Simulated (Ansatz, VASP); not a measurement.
# AlN: VASP beside Ansatz, part 3 of 3

Aim: how closely do two programs agree when they are given the same cell, functional and k mesh? The cell is taken from a series of VASP runs on this material, whose earlier steps may have relaxed, scaled or displaced it; both programs get it as it stands.

VASP 6.6.1 and Ansatz 0.2.0.

So far: The structure; VASP: band structure, HSE06; Ansatz: band structure, HSE06; Side by side; Ansatz: band structure, r2SCAN-EpsX with an exact-exchange share of 0.222.

**6. VASP: band structure, r2SCAN-EpsX with an exact-exchange share of 0.222**

Level of this step: r2SCAN-EpsX, exact-exchange share 1/4.499; plane waves and PAW (Al, N) (VASP).

The same cell, functional, mesh and smearing now go to VASP, with its own data sets and cutoff.

The run reads the wave functions of an earlier VASP run, which isn't shown here.

INCAR reads:

```
SYSTEM = AlN
PREC = Accurate
ENCUT = 460
EDIFF = 1E-06
NELM = 100
ISMEAR = 0
SIGMA = 0.03
LREAL = .FALSE.
ALGO = Normal
LHFCALC = .TRUE.
AEXX = 0.222
METAGGA = R2SCAN
LASPH = .TRUE.
NBANDS = 14
PRECFOCK = Fast
HFRCUT = -1
LORBIT = 11
LWAVE = .FALSE.
LCHARG = .FALSE.
KPAR = 8
```

POSCAR reads:

```
AlN
1.0
    3.0810000000      0.0000000000      0.0000000000
   -1.5405000000      2.6682242691      0.0000000000
    0.0000000000      0.0000000000      5.0310000000
Al N
2 2
Direct
    0.6666666667      0.3333333333      0.5018479882
    0.3333333333      0.6666666667      0.0018479882
    0.6666666667      0.3333333333      0.8801520118
    0.3333333333      0.6666666667      0.3801520118
```

KPOINTS reads:

```
Automatic mesh
0
Gamma
5 5 3
0 0 0
```

KPOINTS_OPT reads:

```
Line mode
10
Line-mode
Reciprocal
  0.00000000   0.00000000   0.00000000 GAMMA
  0.50000000   0.00000000   0.00000000 M

  0.50000000   0.00000000   0.00000000 M
  0.33333333   0.33333333   0.00000000 K

  0.33333333   0.33333333   0.00000000 K
  0.00000000   0.00000000   0.00000000 GAMMA

  0.00000000   0.00000000   0.00000000 GAMMA
  0.00000000   0.00000000   0.50000000 A

  0.00000000   0.00000000   0.50000000 A
  0.50000000   0.00000000   0.50000000 L

  0.50000000   0.00000000   0.50000000 L
  0.33333333   0.33333333   0.50000000 H

  0.33333333   0.33333333   0.50000000 H
  0.00000000   0.00000000   0.50000000 A

  0.50000000   0.00000000   0.50000000 L
  0.50000000   0.00000000   0.00000000 M

  0.33333333   0.33333333   0.00000000 K
  0.33333333   0.33333333   0.50000000 H
```

PAW data sets: Al and N (PBE family, release 64).

Command:

```bash
$ mpirun -np 8 vasp_std
```

Numbers of over 12 decimals in the logs are rounded to 6 here.

What it wrote:

```text
[banner, memory and clock lines left out]
running    8 mpi-ranks, on    1 nodes
[...]
[... a notice as in an earlier step ...]

|                                                                             |
|               ----> ADVICE to this user running VASP <----                  |
|                                                                             |
|     You enforced a specific xc type in the INCAR file but a different       |
|     [... a line on the potential file left out ...]
|     I HOPE YOU KNOW WHAT YOU ARE DOING!                                     |
|                                                                             |

 LDA part: xc-table for (None), standard interpolation
 found WAVECAR, reading the header
 POSCAR, INCAR and KPOINTS ok, starting setup
[...]
HFRCUT set to (new)   9.047189
 reading WAVECAR
 the WAVECAR file was read successfully
 initial charge from wavefunction
 entering main loop
       N       E                     dE             d eps       ncg     rms          rms(c)
[...]
DAV:  15    -0.426454118634E+02   -0.12635E-05   -0.19004E-08   194   0.117E-03    0.115E-03
DAV:  16    -0.426454124786E+02   -0.61521E-06   -0.54547E-09   176   0.678E-04
   1 F= -.42645412E+02 E0= -.42645412E+02  d E =-.220159E-11
 Start KPOINTS_OPT (optional k-point list driver)
k-point batch [1-10\90]
       N       E                     dE             ncg
DAV:   1     0.687899920387E+03   -0.21466E+04      280
DAV:   2    -0.554884238351E+02   -0.74339E+03      364
DAV:   3    -0.113084526129E+03   -0.57596E+02      352
DAV:   4    -0.113828156386E+03   -0.74363E+00      370
DAV:   5    -0.113836530920E+03   -0.83745E-02      382
DAV:   6    -0.113836718634E+03   -0.18771E-03      360
DAV:   7    -0.113836724257E+03   -0.56233E-05      332
DAV:   8    -0.113836724439E+03   -0.18140E-06      266
[...]
k-point batch [81-90\90]
       N       E                     dE             ncg
DAV:   1     0.480269385243E+03   -0.62258E+04      280
DAV:   2    -0.169489549850E+03   -0.64976E+03      352
DAV:   3    -0.213210553049E+03   -0.43721E+02      358
DAV:   4    -0.213875079888E+03   -0.66453E+00      388
DAV:   5    -0.213881898781E+03   -0.68189E-02      376
DAV:   6    -0.213882084054E+03   -0.18527E-03      394
DAV:   7    -0.213882087299E+03   -0.32454E-05      292
DAV:   8    -0.213882087401E+03   -0.10164E-06      260
```

OUTCAR, selected parts (step 6):

```text
 POSITION                                       TOTAL-FORCE (eV/Angst)
 -----------------------------------------------------------------------------------
      1.54050      0.88941      2.52480        -0.000000     -0.000000     -0.016308
     -0.00000      1.77882      0.00930         0.000000      0.000000     -0.016308
      1.54050      0.88941      4.42804        -0.000000     -0.000000      0.016308
     -0.00000      1.77882      1.91254         0.000000     -0.000000      0.016308
 -----------------------------------------------------------------------------------
    total drift:                               -0.000000     -0.000000     -0.019447

  FREE ENERGIE OF THE ION-ELECTRON SYSTEM (eV)
  ---------------------------------------------------
  free  energy   TOTEN  =       -42.6454124786 eV

  energy  without entropy=      -42.6454124786  energy(sigma->0) =      -42.64541248

[... 2 parts as in an earlier step ...]

[... 1 further part left out ...]
[key lines of the parts left out:]
E-fermi :   4.9292
```

**7. Differences**

What differs besides the data sets and the points named for the pairs above, as far as they apply: the cutoff is 500 eV in Ansatz and 460 eV in VASP. Total energies have different zeros and are not compared.

The two programs side by side:

| quantity | Ansatz | VASP | difference |
| --- | --- | --- | --- |
| gap over the path points (eV) | 6.689 | 6.708 | -0.019 |

Levels at points of the path, from each program's valence-band top (eV; 4 filled, then empty):

| k (reciprocal lattice) | Ansatz | VASP |
| --- | --- | --- |
| 0.000 0.000 0.000 | -0.74 -0.07 -0.07 0.00 6.69 9.62 13.66 | -0.74 -0.07 -0.07 0.00 6.71 9.61 13.68 |
| 0.444 0.000 0.000 | -3.75 -2.06 -1.61 -0.62 8.21 8.52 10.99 | -3.77 -2.08 -1.62 -0.63 8.23 8.52 10.99 |
| 0.389 0.222 0.000 | -3.56 -3.04 -2.12 -1.99 7.56 10.56 12.12 | -3.59 -3.06 -2.13 -2.00 7.57 10.58 12.13 |
| 0.185 0.185 0.000 | -3.79 -1.93 -1.07 -0.75 9.48 9.81 11.31 | -3.82 -1.93 -1.07 -0.75 9.49 9.82 11.34 |
| 0.000 0.000 0.111 | -0.72 -0.29 -0.09 -0.09 6.93 9.64 13.56 | -0.73 -0.29 -0.10 -0.10 6.95 9.64 13.58 |
| 0.000 0.000 0.500 | -0.41 -0.41 -0.41 -0.41 9.23 9.23 13.28 | -0.42 -0.42 -0.42 -0.42 9.24 9.24 13.27 |
| 0.444 0.000 0.500 | -1.49 -1.49 -1.41 -1.41 7.79 7.79 12.13 | -1.49 -1.49 -1.43 -1.43 7.79 7.79 12.13 |
| 0.389 0.222 0.500 | -3.42 -3.42 -0.91 -0.91 9.10 9.10 11.46 | -3.43 -3.43 -0.91 -0.91 9.11 9.11 11.47 |
| 0.185 0.185 0.500 | -2.10 -2.10 -1.25 -1.25 9.17 9.17 12.52 | -2.11 -2.11 -1.25 -1.25 9.17 9.17 12.52 |
| 0.500 0.000 0.389 | -1.96 -1.68 -1.19 -1.18 7.37 8.17 11.80 | -1.97 -1.69 -1.20 -1.18 7.37 8.17 11.80 |

At this near-relaxed geometry the largest component of a force difference is 2 meV/Å. Among the levels compared at these points, filled levels agree within 32 meV and empty ones within 38 meV.

**8. What came out**

```
difference in gap over the path points (band structure, HSE06)                                             : 0.0054 eV
difference in gap over the path points (band structure, r2SCAN-EpsX with an exact-exchange share of 0.222) : -0.019 eV
```

In words: The difference in gap over the path points is -0.019 eV (band structure, r2SCAN-EpsX with an exact-exchange share of 0.222), within the 0.08 eV picked in this series as the mark of a large difference. Such differences can come from data sets, numerical settings and the points named under the comparisons, not from the functional's error against experiment.

[Lines on the potential files, build, host, timing and source positions are cut from VASP's logs without a mark.]

[Logs are printed without paths, hosts, clocks, repeated set-up lines and the standing remarks that a program may print on its own settings, such as how far it seeks lower states.]

[Hosts, paths, dates, database ids (printed as entryN), source tags and the programs' standing remarks are cut or masked in the printed files.]
